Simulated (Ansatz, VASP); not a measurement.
## Cu: VASP beside Ansatz

```
Cu
1.0
    -1.44049    1.44049    1.38281
     1.44049   -1.44049    1.38281
     1.44049    1.44049   -1.38281
Cu
1
Direct
  0.00000 0.00000 0.00000
```

Alike in both runs: functional r2SCAN; k mesh 28 × 28 × 28; occupations gaussian, width 0.1 eV; no spin polarisation.

Ansatz relaxed the structure, and its values are those at the end. VASP's run is a single point on that final structure, the one shown.

```csv
,VASP,Ansatz
version,VASP 6.6.1,Ansatz 0.2.0
potentials or method,"VASP PAW PBE potentials, release 64 (Cu)","scalar-relativistic, plane waves, PAW"
plane-wave cutoff (eV),520,500
valence electrons in the cell,11,19
```

|  | VASP | Ansatz | Ansatz less VASP |
| --- | --- | --- | --- |
| gap on the k mesh at the Fermi level (eV) | none | none | - |
| pressure (GPa) | 0.7 | 0.0 | -0.67 |

A gap of «none» marks a metal or a gap that the smearing closes. The two sets of potentials don't hold the same shells in valence.

Caveats: the PAW data sets were made with another functional, which shifts forces and pressure a little (VASP).
